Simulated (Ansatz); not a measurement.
# N_Si in Si (Fd-3m): charge-transition levels and formation energies

Charge states of N_Si in Si (Fd-3m), set against the band edges. Model: a cell of 72 host atoms with 1 Si taken out and 1 N put in.

Main program and level: Ansatz 0.2.0; place-levels on PBEsol runs: charge-transition levels and formation energies with image-charge correction and potential alignment at the atomic sites.

The experiments to compare with:

For Si, diamond cubic (unstructured n-type silicon wafer, reference for black silicon, 300 K), “Enhanced near-infrared absorber: two-step fabricated structured black silicon and its device application” (2018, pmc:6179974) gives, by absorptance spectroscopy with Tauc analysis: band gap (indirect optical gap from Tauc plot of Kubelka-Munk function) 1.12 eV [Extrapolated Tauc tangent of Kubelka-Munk function at room temperature; phonon-assisted …].

Report form: the programs' logs are mostly left out.

## Step 1: Starting point

The cell holds 72 atoms: 71 Si and 1 N. Its edges and angles: a = 11.527 Å, b = 11.527 Å, c = 15.369 Å, α = 60.0°, β = 60.0°, γ = 60.0°. It derives from Si (space group Fd-3m). Nearest the centre at fractional (0.583, 0.583, 0.438): N35 at 0.00 Å, Si38 at 2.35 Å, Si60 at 2.35 Å, Si44 at 2.35 Å, Si36 at 2.35 Å, Si59 at 3.84 Å, Si57 at 3.84 Å, Si43 at 3.84 Å.

Structure file:

The host's dielectric constants go in as inputs: 13.29 for the electrons alone, 13.29 with the ions, computed on the host (DFPT, PBEsol).

The cell's shortest repeat is 11.5 Å.

## Step 2: What was run first

A transition level is the Fermi level at which two charge states cost the same, so each charge needs its own total energy, at its own relaxed structure.

Random displacements of about 0.05 Å break the site symmetry at the start, so that the relaxation can reach a distorted minimum if there is one. Forces are taken at one point at (¼, ¼, ¼). The cell holds 1 electron more than the neutral one, with a uniform background that keeps it neutral on the whole.

One state's input; the others differ in charge, spin, start and seed, and in occupations where the table says so.

The input, qm1.relax/input.yaml:

```yaml
crystal:
  lattice:
    - [0.0, 2.71686156, 2.71686156]
    - [2.71686156, 0.0, 2.71686156]
    - [2.71686156, 2.71686156, 0.0]
  atoms:
    - { symbol: Si, position: [0.75, 0.75, 0.75] }
    - { symbol: Si, position: [0.5, 0.5, 0.5] }
  supercell: [3, 3, 4]
  defects: [{ substitution: { at: 34, symbol: "N" } }]
total_charge: -1
basis:
  ecutwfc: 420
  xc_grid: 2
hamiltonian:
  xc: pbesol
kpoints:
  mp_grid: { grid: [1, 1, 1], shift: [0.25, 0.25, 0.25] }
scf:
  occupations: { method: fixed }
  max_iter: 60
output:
  forces: true
  charged_corrections: { epsilon: 13.29, static_epsilon: 13.29 }
relax:
  f_tol: 0.02
  max_steps: 80
  random_displacement: { amplitude: 0.05, seed: 9383 }
checkpoint:
  write: "../qm1.relax.run"
  compress: false
  write_wavefunctions: true
  write_every: 100000
```

Command:

```console
ansatz run input.yaml --threads 4 --pin off --max-ram 6594MiB --backend cpu --events-out ev --progress --plain --runs-dir out
```

The run of this state that the levels use, under PBEsol:

The input, qm1.point/input.yaml:

```yaml
crystal:
  checkpoint: "../qm1.relax.run"
  host: checkpoint
total_charge: -1
basis:
  ecutwfc: 420
  xc_grid: 2
hamiltonian:
  xc: pbesol
kpoints:
  mp_grid: { grid: [1, 1, 1], shift: [0.25, 0.25, 0.25] }
scf:
  occupations: { method: fixed }
  max_iter: 60
output:
  forces: true
  eigenvalues: true
  charged_corrections:
    epsilon: 13.29
    static_epsilon: 13.29
    defect_position: [0.583333, 0.583333, 0.4375]
  eigenstates: { localisation: true }
  populations: true
  band_densities: [{ bands: [v1, v1] }, { bands: [c1, c1] }]
  write_density: true
  write_potential: true
  volumetric_format: npy
checkpoint:
  read: "../qm1.relax.run"
  write: "../qm1.point.run"
  compress: false
  write_wavefunctions: false
  write_every: 100000
```

Relaxations under PBEsol at one point at (¼, ¼, ¼); times on 4 threads of Arm Neoverse V2, shared host:

```
charge  moment (μB)  occupations    outcome  steps  largest displacement against the far atoms (Å)     time
    −1            0        fixed  converged      6                                            0.39     65 s
     0            1        fixed  converged      8                                            0.38  2.9 min
    +1            0        fixed  converged      6                                            0.36     64 s
    +2            1        fixed  converged      6                                            0.36  2.3 min
```

Single points under PBEsol at one point at (¼, ¼, ¼); times on 4 threads of Arm Neoverse V2, shared host:

```
charge  moment (μB)  occupations    outcome  time
    −1            0        fixed  converged  14 s
     0            1        fixed  converged  31 s
    +1            0        fixed  converged  15 s
    +2            1        fixed  converged  31 s
```

Distances (Å) from N35 to the nearest atoms after relaxation with PBEsol:

```
charge  moment (μB)       1.       2.       3.       4.       5.       6.
    −1            0  Si 1.96  Si 2.02  Si 2.03  Si 2.03  Si 3.69  Si 3.69
     0            1  Si 1.97  Si 2.03  Si 2.03  Si 2.05  Si 3.70  Si 3.70
    +1            0  Si 1.98  Si 2.03  Si 2.04  Si 2.06  Si 3.72  Si 3.72
    +2            1  Si 1.99  Si 2.03  Si 2.03  Si 2.05  Si 3.72  Si 3.72
```

## Step 3: place-levels, PBEsol

A charged cell interacts with its images and the background, and its potential has another zero than the host's. place-levels removes the first by a point-charge model, screened by the static dielectric constant since the ions have relaxed around the charge, and the second by comparing potentials at atoms far from the defect.

The host is a run of the defect-free crystal in the same cutoffs, grids and k-points, so that basis and sampling errors cancel in part in the differences. The host is run in a cell of 18 atoms on a matching mesh. Its band edges are searched through the zone by a band path, so the gap is smaller than, or equal to, that on the mesh. Chemical potentials are energies per atom of Si (diamond) and N (N2 molecule), run with the same functional and cutoff.

The input, levels.point.yaml:

```yaml
host:
  run: host.point.run
states: [qm1.point.run, q0_M1.point.run, qp1.point.run, qp2_M1.point.run]
geometry_from:
  qm1.point.run: qm1.relax.run
  q0_M1.point.run: q0_M1.relax.run
  qp1.point.run: qp1.relax.run
  qp2_M1.point.run: qp2_M1.relax.run
  host.point.run: host.relax.run
chemical_potentials:
  Si:
    energy: -621.491642
    dataset: "<sha256 of the dataset>"
  "N":
    energy: -378.471758
    dataset: "<sha256 of the dataset>"
```

Command:

```console
ansatz place-levels levels.point.yaml -- --threads 4 --pin off --max-ram 6594MiB
```

It took 0.21 s on 4 threads of Arm Neoverse V2, shared host.

Under PBEsol the gap is 0.43 eV, (+2/+1) -0.02 (outside the gap) (with band filling), (+1/0) -0.02 (outside the gap) (with band filling), (0/−1) 0.23 eV.

Levels between the charges placed, in eV above the valence top:

```
        gap (eV)  (+2/+1)  (+1/0)  (0/−1)
PBEsol      0.43    -0.02   -0.02    0.23
```

Corrections by state:

```
charge  moment (μB)  image terms and alignment (eV)  band filling (eV)  ε used  over the lowest of its charge, as the program ranks them, band filling apart (eV)
    +2          1.0                           0.235             -0.468   13.29                                                                              0.000
    +1          0.0                           0.081             -0.097   13.29                                                                              0.000
     0          1.0                           0.000                  -       -                                                                              0.000
    −1          0.0                           0.157                  -   13.29                                                                              0.000
```

From the program's caveats on the states, each cut to its opening words:

- charge +2 (1 μB), +1, −1: how wide its charge is, is not read beside other atoms or cores, and a band state would take no correction
- charge +2 (1 μB): a band-filling correction moves a carrier to the host's band edge, which changes its energy by -0.468 eV
- charge +1: a band-filling correction moves a carrier to the host's band edge, which changes its energy by -0.097 eV
- charge +1: its alignment with the host at atomic sites is doubtful: the mean over the far sites moves by -0.0616 eV from their farther parts to their nearer, more than [...]
- charge 0 (1 μB): flagged: stability check not made

Chemical potentials of the elements' reference phases, run alike. Formation energies (elemental references), with the Fermi level at the valence top and at the conduction bottom (gap 0.43 eV):

```
charge  at valence top (eV)  at conduction bottom (eV)  correction included (eV)
    +2                 1.14                       2.01                     -0.23
    +1                 1.12                       1.55                     -0.02
     0                 1.10                       1.10                      0.00
    −1                 1.34                       0.90                      0.16
```

Fermi level (eV), lowest formation energy (eV) and a bar from the least value:
```
     0.00       1.10 ##############################
     0.04       1.10 ##############################
     0.08       1.10 ##############################
     0.12       1.10 ##############################
     0.16       1.10 ##############################
     0.20       1.10 ##############################
     0.24       1.10 #############################
     0.28       1.06 ########################
     0.32       1.02 ##################
     0.36       0.98 ############
     0.39       0.94 ######
     0.43       0.90
```

## Step 4: Placing the levels, LDA

LDA on the same structure is run to see how far the result rests on the functional, though not on the errors that semilocal functionals share.

qm1.lda/input.yaml, as its differences from qm1.point/input.yaml of step 2:

```diff
@@ -8,3 +8,3 @@
 hamiltonian:
-  xc: pbesol
+  xc: lda
 kpoints:
@@ -12,3 +12,3 @@
 scf:
-  occupations: { method: fixed }
+  occupations: { method: fermi_dirac, width: 0.01 }
   max_iter: 60
@@ -27,5 +27,5 @@
   volumetric_format: npy
+  elf: true
 checkpoint:
-  read: "../qm1.relax.run"
-  write: "../qm1.point.run"
+  write: "../qm1.lda.run"
   compress: false
```

Elapsed: 22 s, on 4 threads; peak memory 1.9 GiB.

The input, levels.lda.yaml:

```yaml
host:
  run: host.lda.run
states: [qm1.lda.run, q0_M1.lda.run, qp1.lda.run, qp2_M1.lda.run]
geometry_from:
  qm1.lda.run: qm1.relax.run
  q0_M1.lda.run: q0_M1.relax.run
  qp1.lda.run: qp1.relax.run
  qp2_M1.lda.run: qp2_M1.relax.run
  host.lda.run: host.relax.run
chemical_potentials:
  Si:
    energy: -608.647425
    dataset: "<sha256 of the dataset>"
  "N":
    energy: -373.57575
    dataset: "<sha256 of the dataset>"
```

Command:

```console
ansatz place-levels levels.lda.yaml -- --threads 4 --pin off --max-ram 6594MiB
```

Wall time 0.22 s (4 threads).

Under LDA the gap is 0.44 eV, (+2/+1) -0.02 (outside the gap) (with band filling), (+1/0) 0.00 (with band filling), (0/−1) 0.25 eV; the stage before (PBEsol) gave a gap of 0.43 eV and levels within 0.02 eV of these.

## Step 5: The ladder

Levels between neighbouring charges, in eV above each run's own valence top:

```
                                     gap (eV)  (+2/+1)  (+1/0)  (0/−1)  CPU time a state at this stage (restarts are quicker than cold starts)
                  PBEsol, (¼, ¼, ¼)      0.43    -0.02   -0.02    0.23                                                                    88 s
LDA on PBEsol structures, (¼, ¼, ¼)      0.44    -0.02    0.00    0.25                                                                 2.3 min
```

## Step 6: Outcome

```yaml
gap_of_the_host: 0.43 eV (PBEsol)
level_plus_2_plus_1: 0.02 eV below the valence top (-0.39 eV above the valence top without the band-filling term)
level_plus_1_over_0: 0.02 eV below the valence top (-0.11 eV above the valence top without the band-filling term)
level_0_minus_1: 0.23 eV above the valence top
lowest_of_the_charges_placed_just_above_the_valence_top_0p02_ev: 0
lowest_of_the_charges_placed_just_below_the_conduction_bottom_0p02_ev: −1
lowest_formation_energy_at_mid_gap_of_the_charges_run_elemental_references: 1.10 eV
```

What this shows: Of the charges placed (−1, 0, +1 and +2), the lowest changes at 0.23 eV (0/−1) above the valence top, in a gap of 0.43 eV. Charges below −1 were not placed, so these runs say nothing of levels that involve them. States placed: +2 at 1 μB; +1 at 0 μB; 0 at 1 μB; −1 at 0 μB. Other spin states or structures, where not listed, weren't placed. The program finds carriers beyond a band edge of the host and adds a band-filling term at charge +1 (-0.10 eV) and +2 (-0.47 eV); steps to such a charge show no bound level, and a defect level inside a band would be read the same way. N is taken at its element; compounds, which aren't counted here, bound the chemical potentials and would shift these formation energies. At these k-points the host's energy lies 0.044 eV an atom over its dense-mesh value, so formation energies, which change the electron count of bands, can be off by tenths of an eV. The program doubts the alignment of potentials for at least one state, a sign that the cell is small. Keep in mind: one k-point off the zone centre stands for the whole zone; PBEsol makes the gap too small and tends to spread out bound carriers; where a gas molecule sets a chemical potential or the host's formation energy, its binding is uncorrected.

Computed beside measured:

| quantity | measured | PBEsol | LDA |
| --- | --- | --- | --- |
| band gap (least gap of the host) (eV) | 1.12 | 0.43 (-0.69 eV) | 0.44 (-0.68 eV) |

Measured values from pmc:6179974 (2018).

**Verdict.** For the band gap, of the levels listed nearest comes LDA (-0.68 eV, a clear miss) and farthest PBEsol (-0.69 eV, a clear miss). Local and semilocal functionals usually give gaps below the measured ones. An optical gap can lie under the band gap by the exciton's binding. Zero-point and thermal motion shift the measured gap.

[Logs are printed without paths, hosts, clocks, repeated set-up lines and the standing remarks that a program may print on its own settings, such as how far it seeks lower states.]

[Hosts, paths, dates, database ids (printed as entryN), source tags and the programs' standing remarks are cut or masked in the printed files.]

[Where a table of states has a column of steps, it counts the stored structures, which are thinned; the runs took as many ionic steps or more.]

[A defect's name tells the site on which it was built; relaxed atoms can leave that site.]

[For some hosts the program warned that the k-mesh of the response run may be too coarse for force constants and the static dielectric constant; such warnings are not shown here.]
